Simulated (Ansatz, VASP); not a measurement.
**One calculation of CoO, two programs**

```xyz
4
Lattice="-1.4142 2.4495 2.7217 2.8285 0.0000 2.7217 1.4142 2.4495 0.0000" Properties=species:S:1:pos:R:3 pbc="T T T"
Co    1.4142    2.4495    1.3609
Co    1.4142    2.4495    4.0826
O     0.0000    3.2660    2.7217
O     1.4142    0.8165    2.7217
```

The cell was built by a generator and needn't be a form met in nature.

Alike in both runs: task single point; functional PBE; k mesh 8 × 8 × 8; occupations fermi-dirac, width 0.05 eV; collinear spin, ferromagnetic start.

```csv
,VASP,Ansatz
version,VASP 6.6.1,Ansatz 0.2.0
potentials or method,"VASP PAW PBE potentials, release 64 (Co, O)",Ansatz PAW
plane-wave cutoff (eV),520,420
valence electrons in the cell,30,46
```

VASP gave:

```
gap on the k mesh at the Fermi level (eV)                     : none
pressure (GPa)                                                : -0.3
largest component of the traceless stress (GPa)               : 0.40
net moment per atom (μB)                                      : 1.50
size of the moment on the site where the two differ most (μB) : 2.55
```

**Question.** Which values does Ansatz return?

**Answer.** gap on the k mesh at the Fermi level (eV): none; pressure (GPa): 0.1; largest component of the traceless stress (GPa): 0.09; net moment per atom (μB): 1.50; size of the moment on the site where the two differ most (μB): 2.50.

Site moments also hang on the region over which each program counts them. A gap of «none» marks a metal or a gap that the smearing closes. The two sets of potentials don't hold the same shells in valence.

Caveats: semilocal functionals often make such compounds metallic where correlation or magnetic order opens a gap, which also shifts bond lengths; the pressure holds a Pulay correction of +0.7 GPa for the finite cutoff (Ansatz). With open d or f shells a metallic result of PBE can be an artefact of self-interaction; +U or a hybrid may open a gap.
